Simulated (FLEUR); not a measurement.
# Magnetic state of 1 ML Co on Os(0001), fcc site, 1 substrate layers from several starts

Aim: find out whether 1 ML Co on Os(0001), fcc site, 1 substrate layers carries moments, and which collinear order costs least.

Calculated with FLEUR MaX-R8.1; PBE; all-electron FLAPW film, Dirac cores, scalar-relativistic bands.

## (1) The starting structure

The cell holds 2 atoms: 1 Os and 1 Co. Cell: a = 2.734 Å, b = 2.734 Å, c = 16.087 Å, α = 90.0°, β = 90.0°, γ = 120.0°. Pseudomorphic film on a typed substrate lattice, hard-sphere layer spacings, unrelaxed. Vacuum lies along c.

## (2) Run 1 (ferro +)

The parallel start comes first: it shows whether parallel moments hold.

inpgen writes inp.xml from crystal.txt; cutoffs, mixing, functional, smearing and local orbitals are then set in the file. The k list default-1 (kpts.xml, not shown) is a Γ-centred 12×12×1 mesh; where the ranks do not divide the number of points, some are split in two of half the weight.

The input, inp.xml:

```
<?xml version="1.0" encoding="UTF-8" standalone="no"?>
<fleurInput fleurInputVersion="0.39">
   <comment>
      CoOs
   </comment>
   <calculationSetup>
      <cutoffs Kmax="3.6" Gmax="10.8" GmaxXC="10.8" numbands="0"/>
      <scfLoop itmax="120" minDistance="0.00002" maxIterBroyd="15" imix="Anderson" alpha="0.03" precondParam="0.0" spinf="2.0" sdNocoIR="T"/>
      <coreElectrons ctail="T" frcor="F" kcrel="0" coretail_lmax="0"/>
      <xcFunctional name="pbe" relativisticCorrections="F"/>
      <magnetism jspins="2"/>
      <soc l_soc="F" theta="0.0" phi="0.0" spav="F"/>
      <expertModes spex="0" secvar="F"/>
      <geometryOptimization l_f="F" forcealpha="1.0" forcemix="BFGS" epsdisp="0.00001" epsforce="0.00001"/>
      <ldaU l_linMix="F" mixParam="0.05" spinf="1.0"/>
   </calculationSetup>
   <cell>
      <bzIntegration valenceElectrons="31.0" mode="hist" fermiSmearingEnergy="0.00183747">
         <kPointListSelection listName="default-1"/>
         <xi:include xmlns:xi="http://www.w3.org/2001/XInclude" href="kpts.xml"> </xi:include>
      </bzIntegration>
      <xi:include xmlns:xi="http://www.w3.org/2001/XInclude" href="sym.xml"> </xi:include>
      <filmLattice scale="1.0" dVac="9.44" dTilda="11.94">
         <bravaisMatrixFilm>
            <row-1>    5.1667001356448914     0.0000000143052268</row-1>
            <row-2>   -2.5833500802096001     4.4744935640505812</row-2>
         </bravaisMatrixFilm>
         <vacuumEnergyParameters vacuum="1" spinUp="-.25" spinDown="-.25"/>
         <vacuumEnergyParameters vacuum="2" spinUp="-.25" spinDown="-.25"/>
      </filmLattice>
   </cell>
   <atomSpecies>
      <species name="Osmium (Os)" element="Os" atomicNumber="76">
         <mtSphere radius="2.35" gridPoints="777" logIncrement="0.017"/>
         <atomicCutoffs lmax="8" lnonsphr="6"/>
         <electronConfig flipSpins="F">
            <coreConfig>(1s1/2) (2s1/2) (2p1/2) (2p3/2) (3s1/2) (3p1/2) (3p3/2) (4s1/2) (3d3/2) (3d5/2) (4p1/2) (4p3/2) (5s1/2) (4d3/2) (4d5/2) (4f5/2) (4f7/2)</coreConfig>
            <valenceConfig>(5p1/2) (5p3/2) (6s1/2) (5d3/2) (5d5/2)</valenceConfig>
            <stateOccupation state="(5d3/2)" spinUp="1.200000" spinDown="1.200000"/>
            <stateOccupation state="(5d5/2)" spinUp="1.800000" spinDown="1.800000"/>
         </electronConfig>
         <energyParameters s="6" p="6" d="5" f="5"/>
         <lo type="SCLO" l="1" n="5" eDeriv="0"/>
      </species>
      <species name="Cobalt (Co2.000" element="Co" atomicNumber="27">
         <mtSphere radius="2.35" gridPoints="777" logIncrement="0.016"/>
         <atomicCutoffs lmax="8" lnonsphr="6"/>
         <electronConfig flipSpins="F">
            <coreConfig>(1s1/2) (2s1/2) (2p1/2) (2p3/2)</coreConfig>
            <valenceConfig>(3s1/2) (3p1/2) (3p3/2) (4s1/2) (3d3/2) (3d5/2)</valenceConfig>
            <stateOccupation state="(3d3/2)" spinUp="1.5" spinDown="1.3"/>
            <stateOccupation state="(3d5/2)" spinUp="3.0" spinDown="1.2"/>
         </electronConfig>
         <energyParameters s="4" p="4" d="3" f="4"/>
         <lo type="SCLO" l="0" n="3" eDeriv="0"/>
         <lo type="SCLO" l="1" n="3" eDeriv="0"/>
      </species>
   </atomSpecies>
   <atomGroups>
      <atomGroup species="Osmium (Os)">
         <filmPos label="                   1">.0000000000 .0000000000 -1.9722794132</filmPos>
         <force calculate="T" relaxXYZ="TTT"/>
      </atomGroup>
      <atomGroup species="Cobalt (Co2.000">
         <filmPos label="                   2">-1.000/3.000 1.000/3.000 1.9722794132</filmPos>
         <force calculate="T" relaxXYZ="TTT"/>
      </atomGroup>
   </atomGroups>
   <output dos="F" band="F" slice="F">
      <bandDOS minEnergy="-.5*Htr" maxEnergy="0.5*Htr" sigma="0.015" storeEVData="T"/>
      <plotting iplot="0" polar="F">
         <plot TwoD="T" vec1="  1.0  0.0  0.0" vec2="  0.0  1.0  0.0" vec3="  0.0  0.0  1.0" zero="  0.0  0.0 -0.5" file="plot"/>
      </plotting>
      <moessbauerParams electricFieldGradient="F" isomerShift="F" coreHyperfine="F" valenceHyperfine="F"/>
   </output>
</fleurInput>
```

The input, crystal.txt:

```
CoOs
&input film=T cartesian=F /
2.73409996739  0.00000000757  0.00000000000
-1.36704999025  2.36780002446  0.00000000000
0.00000000000  0.00000000000  1.00000000000
1.8897261246
1.0 1.0 1.0

2
76 0.00000000000  0.00000000000  -1.97227941323
27 0.66666666667  0.33333333333  1.97227941323 : 2.000

&kpt div1=12 div2=12 div3=1 gamma=T /
```

Run with:

```bash
OMP_NUM_THREADS=1 inpgen -f crystal.txt > inpgen.log  # inp.xml is then edited as shown
OMP_NUM_THREADS=1 mpirun -n 2 fleur_MPI > fleur.log
```

The log of the run:

```text
Welcome to FLEUR        (www.flapw.de)
      MaX-Release 8.1          (www.max-centre.eu)

 ========== k-point set info ==========
 Selected k-point list: default-1
 k-point list type: mesh
 0 x 0 x 0
 Number of k points: 20

 ------------Calculation Setup---------------------------
 Number of MPI-tasks      :            2
 Number of PE/node        :            2
 Number of OMP-threads    :            1
 k-points in parallel     :            2
 pe's per k-point         :            1
 No of k-point loops      :           10
 Eigenvalue solver        :       lapack
 Number of basis functions:          234
 Approximate size of matrices (H+S) per k-point:         0.002 GB
 --------------------------------------------------------
 Iteration:     1   Distance:      14.29869802 me/bohr^3
 Iteration:     2   Distance:      14.45552836 me/bohr^3
 Iteration:     3   Distance:      14.25674553 me/bohr^3
 Iteration:     4   Distance:       8.29831511 me/bohr^3
 Iteration:     5   Distance:       7.29629990 me/bohr^3
 Iteration:     6   Distance:       4.03957781 me/bohr^3
 Iteration:     7   Distance:       3.33216386 me/bohr^3
 Iteration:     8   Distance:       1.66718537 me/bohr^3
 Iteration:     9   Distance:       1.71686411 me/bohr^3
 Iteration:    10   Distance:       0.89773687 me/bohr^3
[... 18 iterations left out ...]
 Iteration:    29   Distance:       0.00080215 me/bohr^3
 Iteration:    30   Distance:       0.00075941 me/bohr^3
 Iteration:    31   Distance:       0.00075123 me/bohr^3
 Iteration:    32   Distance:       0.00059605 me/bohr^3
 Iteration:    33   Distance:       0.00034359 me/bohr^3
 Iteration:    34   Distance:       0.00020716 me/bohr^3
 Iteration:    35   Distance:       0.00006341 me/bohr^3
 Iteration:    36   Distance:       0.00006826 me/bohr^3
 Iteration:    37   Distance:       0.00003408 me/bohr^3
 Iteration:    38   Distance:       0.00001069 me/bohr^3

 ********************************************************************
 Run finished successfully
 Stop message:
   all done
 ********************************************************************

--- out.xml (last complete iteration) ---
<iteration numberForCurrentRun="   38" overallNumber="   38">
         [... left out ...]
         <bandgap value="0.0369614933" units="eV"/>
         <sumValenceSingleParticleEnergies value="-36.7548414444" units="Htr"/>
         <FermiEnergy value="-0.1719512100" units="Htr"/>
         <valenceDensity>
            <mtCharges spin="1">
               <mtCharge atomType="1" total="5.8599511" s="0.2014218" p="3.0893361" d="2.5476787" f="0.0172801"/>
               <mtCharge atomType="2" total="8.8537759" s="1.1941671" p="3.1467763" d="4.5000411" f="0.0097484"/>
            </mtCharges>
            <mtCharges spin="2">
               <mtCharge atomType="1" total="5.7521270" s="0.2010075" p="3.0968602" d="2.4334490" f="0.0166590"/>
               <mtCharge atomType="2" total="7.0390177" s="1.1971663" p="3.1611582" d="2.6675899" f="0.0099990"/>
            </mtCharges>
            <spinDependentCharge spin="1" total="16.4337956" interstitial="1.5858021" mtSpheres="14.7137271" vacuum1="0.0463991" vacuum2="0.0878673"/>
            <spinDependentCharge spin="2" total="14.5662047" interstitial="1.6470412" mtSpheres="12.7911447" vacuum1="0.0484914" vacuum2="0.0795274"/>
            <totalCharge value="31.0000003047"/>
         </valenceDensity>
         [... left out ...]
         <allElectronCharges>
            <spinDependentCharge spin="1" total="52.4337955" interstitial="1.5887197" mtSpheres="50.7107927" vacuum1="0.0463991" vacuum2="0.0878840"/>
            <spinDependentCharge spin="2" total="50.5662047" interstitial="1.6499558" mtSpheres="48.7882134" vacuum1="0.0484914" vacuum2="0.0795441"/>
            <totalCharge value="103.0000002304"/>
         </allElectronCharges>
         <magneticMomentsInMTSpheres units="muBohr">
            <globalMagMoment atomType="1" vec="0.00000   0.00000   0.10782"/>
            <localMagMoment atomType="1" vec="0.00000   0.00000   0.10782"/>
            <globalMagMoment atomType="2" vec="0.00000   0.00000   1.81476"/>
            <localMagMoment atomType="2" vec="0.00000   0.00000   1.81476"/>
         </magneticMomentsInMTSpheres>
         <moessbauerParams unitsHFF="kG" unitsIS="e/bohr^3" unitsEFG="Htr/bohr^2">
         </moessbauerParams>
         <totalEnergy value="   -18675.3652799625" units="Htr">
            <sumOfEigenvalues value="   -11457.7259281489">
               <coreElectrons value="-11420.9710867045"/>
               <valenceElectrons value="-36.7548414444"/>
            </sumOfEigenvalues>
            <densityCoulombPotentialIntegral value="-31969.0436562540"/>
            <densityEffectivePotentialIntegral value="-32492.7773417519"/>
            <chargeDenXCDenIntegral value="-400.7063103906"/>
            <FockExchangeEnergyValence value="0.0000000000"/>
            <FockExchangeEnergyCore value="0.0000000000"/>
            <atomTypeDependentContributions atomType="1">
               <electronNucleiInteractionDifferentMTs value="21625.3099389531"/>
               <MadelungTerm value="-28.5414850647"/>
            </atomTypeDependentContributions>
            <atomTypeDependentContributions atomType="2">
               <electronNucleiInteractionDifferentMTs value="1667.1785497332"/>
               <MadelungTerm value="-4.1585812969"/>
            </atomTypeDependentContributions>
            <tkbTimesEntropy value="0.0007836078"/>
            <freeEnergy value="-18675.3660635703"/>
            <extrapolationTo0K value="-18675.3656717664"/>
         </totalEnergy>
         <densityConvergence units="me/bohr^3">
            <chargeDensity spin="1" distance="0.0000052104"/>
            <chargeDensity spin="2" distance="0.0000092010"/>
            <overallChargeDensity distance="0.0000106892"/>
            <spinDensity distance="0.0000104573"/>
         </densityConvergence>
      </iteration>
```

Elapsed: 52 s, on 2 MPI ranks of Arm Neoverse V1, shared host; peak memory 0.18 GiB.

Numbers from this step:

```
free energy                                                       : -508182.5992 eV
program's band gap on this mesh (in a metal only a level spacing) : 0.03696 eV
magnetization                                                     : 1.868 μB
final state                                                       : ferromagnetic
largest moment                                                    : 1.815 μB
```

After 38 cycles the largest moment stands at 1.81 μB.

## (3) Start 2: antiferro q=(0,1/2,0) +-

Reversing part of the moments tests the sign of the couplings between them.

This order needs a doubled cell of 4 atoms. The mesh is halved along the doubled vector, so that both cells sample the same points. The k list default-1 (kpts.xml, not shown) is a Γ-centred 12×6×1 mesh.

Edit inp.xml of step 2 so:

```diff
@@ -17,3 +17,3 @@
    <cell>
-      <bzIntegration valenceElectrons="31.0" mode="hist" fermiSmearingEnergy="0.00183747">
+      <bzIntegration valenceElectrons="62.0" mode="hist" fermiSmearingEnergy="0.00183747">
          <kPointListSelection listName="default-1"/>
@@ -24,4 +24,4 @@
          <bravaisMatrixFilm>
-            <row-1>    5.1667001356448914     0.0000000143052268</row-1>
-            <row-2>   -2.5833500802096001     4.4744935640505812</row-2>
+            <row-1>    5.1667001972688604     0.0000000000000000</row-1>
+            <row-2>   -5.1667001972688604     8.9489870356557599</row-2>
          </bravaisMatrixFilm>
@@ -57,2 +57,15 @@
       </species>
+      <species name="Cobalt (Co-2.000" element="Co" atomicNumber="27">
+         <mtSphere radius="2.35" gridPoints="777" logIncrement="0.016"/>
+         <atomicCutoffs lmax="8" lnonsphr="6"/>
+         <electronConfig flipSpins="F">
+            <coreConfig>(1s1/2) (2s1/2) (2p1/2) (2p3/2)</coreConfig>
+            <valenceConfig>(3s1/2) (3p1/2) (3p3/2) (4s1/2) (3d3/2) (3d5/2)</valenceConfig>
+            <stateOccupation state="(3d3/2)" spinUp="1.3" spinDown="1.5"/>
+            <stateOccupation state="(3d5/2)" spinUp="1.2" spinDown="3.0"/>
+         </electronConfig>
+         <energyParameters s="4" p="4" d="3" f="4"/>
+         <lo type="SCLO" l="0" n="3" eDeriv="0"/>
+         <lo type="SCLO" l="1" n="3" eDeriv="0"/>
+      </species>
    </atomSpecies>
@@ -63,4 +76,12 @@
       </atomGroup>
+      <atomGroup species="Osmium (Os)">
+         <filmPos label="                   2">.0000000000 1.000/2.000 -1.9722794132</filmPos>
+         <force calculate="T" relaxXYZ="TTT"/>
+      </atomGroup>
       <atomGroup species="Cobalt (Co2.000">
-         <filmPos label="                   2">-1.000/3.000 1.000/3.000 1.9722794132</filmPos>
+         <filmPos label="                   3">-1.000/3.000 1.000/6.000 1.9722794132</filmPos>
+         <force calculate="T" relaxXYZ="TTT"/>
+      </atomGroup>
+      <atomGroup species="Cobalt (Co-2.000">
+         <filmPos label="                   4">-1.000/3.000 -1.000/3.000 1.9722794132</filmPos>
          <force calculate="T" relaxXYZ="TTT"/>
```

The input, crystal.txt:

```
CoOs
&input film=T cartesian=F /
2.73410000000  0.00000000000  0.00000000000
-2.73410000000  4.73560000000  0.00000000000
0.00000000000  0.00000000000  1.00000000000
1.8897261246
1.0 1.0 1.0

4
76 0.00000000000  0.00000000000  -1.97227941323
76 0.00000000000  0.50000000000  -1.97227941323
27 0.66666650000  0.16666650000  1.97227941323 : 2.000
27 0.66666650000  0.66666650000  1.97227941323 : -2.000

&kpt div1=12 div2=6 div3=1 gamma=T /
```

The log of the run:

```text
[banner, memory and clock lines left out]
Welcome to FLEUR        (www.flapw.de)
      MaX-Release 8.1          (www.max-centre.eu)

 ========== k-point set info ==========
 Selected k-point list: default-1
 k-point list type: mesh
 12 x 6 x 1
 Number of k points: 38

 ------------Calculation Setup---------------------------
 Number of PE/node        :            2
 Number of OMP-threads    :            1
 k-points in parallel     :            2
 pe's per k-point         :            1
 No of k-point loops      :           19
 Eigenvalue solver        :       lapack
 Number of basis functions:          467
 Approximate size of matrices (H+S) per k-point:         0.006 GB
 Iteration:     1   Distance:      15.13876589 me/bohr^3
 Iteration:     2   Distance:      15.22575456 me/bohr^3
 Iteration:     3   Distance:      15.75809212 me/bohr^3
 Iteration:     4   Distance:       8.56348497 me/bohr^3
 Iteration:     5   Distance:       7.81855974 me/bohr^3
 Iteration:     6   Distance:       6.44649173 me/bohr^3
 Iteration:     7   Distance:       3.60758184 me/bohr^3
 Iteration:     8   Distance:       2.44517990 me/bohr^3
 Iteration:     9   Distance:       3.60322388 me/bohr^3
 Iteration:    10   Distance:       1.85124080 me/bohr^3
[... 29 iterations left out ...]
 Iteration:    40   Distance:       0.00054697 me/bohr^3
 Iteration:    41   Distance:       0.00037639 me/bohr^3
 Iteration:    42   Distance:       0.00016223 me/bohr^3
 Iteration:    43   Distance:       0.00004976 me/bohr^3
 Iteration:    44   Distance:       0.00005003 me/bohr^3
 Iteration:    45   Distance:       0.00004857 me/bohr^3
 Iteration:    46   Distance:       0.00004442 me/bohr^3
 Iteration:    47   Distance:       0.00004127 me/bohr^3
 Iteration:    48   Distance:       0.00003257 me/bohr^3
 Iteration:    49   Distance:       0.00001635 me/bohr^3

 ********************************************************************
 Run finished successfully
 Stop message:
   all done
 ********************************************************************

--- out.xml (last complete iteration) ---
<iteration numberForCurrentRun="   49" overallNumber="   49">
         [... left out ...]
         <bandgap value="0.0318611222" units="eV"/>
         <sumValenceSingleParticleEnergies value="-73.2810567932" units="Htr"/>
         <FermiEnergy value="-0.1678817706" units="Htr"/>
         <valenceDensity>
            <mtCharges spin="1">
               <mtCharge atomType="1" total="5.7981762" s="0.1991415" p="3.0922185" d="2.4855011" f="0.0171155"/>
               <mtCharge atomType="2" total="5.8106411" s="0.2016513" p="3.0939114" d="2.4938452" f="0.0170049"/>
               <mtCharge atomType="3" total="8.7653443" s="1.2053670" p="3.1631952" d="4.3841988" f="0.0095719"/>
               <mtCharge atomType="4" total="7.1369027" s="1.1872462" p="3.1428006" d="2.7934853" f="0.0102124"/>
            </mtCharges>
            <mtCharges spin="2">
               <mtCharge atomType="1" total="5.8106412" s="0.2016513" p="3.0939114" d="2.4938454" f="0.0170049"/>
               <mtCharge atomType="2" total="5.7981759" s="0.1991415" p="3.0922184" d="2.4855009" f="0.0171155"/>
               <mtCharge atomType="3" total="7.1369026" s="1.1872461" p="3.1428005" d="2.7934853" f="0.0102124"/>
               <mtCharge atomType="4" total="8.7653443" s="1.2053669" p="3.1631951" d="4.3841989" f="0.0095719"/>
            </mtCharges>
            <spinDependentCharge spin="1" total="31.0000006" interstitial="3.2283953" mtSpheres="27.5110642" vacuum1="0.0929975" vacuum2="0.1675437"/>
            <spinDependentCharge spin="2" total="31.0000000" interstitial="3.2283947" mtSpheres="27.5110640" vacuum1="0.0929975" vacuum2="0.1675437"/>
            <totalCharge value="62.0000006094"/>
         </valenceDensity>
         [... left out ...]
         <magneticMomentsInMTSpheres units="muBohr">
            <globalMagMoment atomType="1" vec="0.00000   0.00000  -0.01246"/>
            <localMagMoment atomType="1" vec="0.00000   0.00000  -0.01246"/>
            <globalMagMoment atomType="2" vec="0.00000   0.00000   0.01246"/>
            <localMagMoment atomType="2" vec="0.00000   0.00000   0.01246"/>
            <globalMagMoment atomType="3" vec="0.00000   0.00000   1.62844"/>
            <localMagMoment atomType="3" vec="0.00000   0.00000   1.62844"/>
            <globalMagMoment atomType="4" vec="0.00000   0.00000  -1.62844"/>
            <localMagMoment atomType="4" vec="0.00000   0.00000  -1.62844"/>
         </magneticMomentsInMTSpheres>
         [... left out ...]
         <totalEnergy value="   -37350.7202842417" units="Htr">
            <sumOfEigenvalues value="   -22914.9297394794">
               <coreElectrons value="-22841.6486826862"/>
               <valenceElectrons value="-73.2810567932"/>
            </sumOfEigenvalues>
            <densityCoulombPotentialIntegral value="-63937.5562643458"/>
            <densityEffectivePotentialIntegral value="-64985.0058701291"/>
            <chargeDenXCDenIntegral value="-801.3996033928"/>
            <FockExchangeEnergyValence value="0.0000000000"/>
            <FockExchangeEnergyCore value="0.0000000000"/>
         [... left out ...]
            <tkbTimesEntropy value="0.0020546057"/>
            <freeEnergy value="-37350.7223388474"/>
            <extrapolationTo0K value="-37350.7213115445"/>
         </totalEnergy>
         <densityConvergence units="me/bohr^3">
            <chargeDensity spin="1" distance="0.0000111424"/>
            <chargeDensity spin="2" distance="0.0000108766"/>
            <overallChargeDensity distance="0.0000163493"/>
            <spinDensity distance="0.0000147515"/>
         </densityConvergence>
      </iteration>
```

Run time: 7.7 min. Hardware: 2 MPI ranks; peak memory 0.84 GiB.

Spin moment in the muffin-tin sphere by atom:

| atom | spin moment in the muffin-tin sphere (μB) |
| --- | --- |
| Os1 | -0.01 |
| Os2 | 0.01 |
| Co3 | 1.63 |
| Co4 | -1.63 |

Read from the output:

```yaml
free_energy: -1016364.9321 eV
program_s_band_gap_on_this_mesh_in_a_metal_only_a_level_spacing: 0.03186 eV
magnetization: 0 μB
final_state: antiferromagnetic
```

It lies 133 meV a seeded atom over the first start, and its largest moment is 1.63 μB against 1.81 μB.

(Continued in part 2 of 2.)

[Logs and program files are shortened in this print: banners, set-up blocks, solver, clock and traceback lines can be left out without a mark of their own.]

[Logs are printed without paths, hosts, clocks, repeated set-up lines and the standing remarks that a program may print on its own settings, such as how far it seeks lower states.]

[Hosts, paths, dates, database ids (printed as entryN), source tags and the programs' standing remarks are cut or masked in the printed files.]

[Where a cell is said to come from a database of computed structures, the database is the Materials Project.]
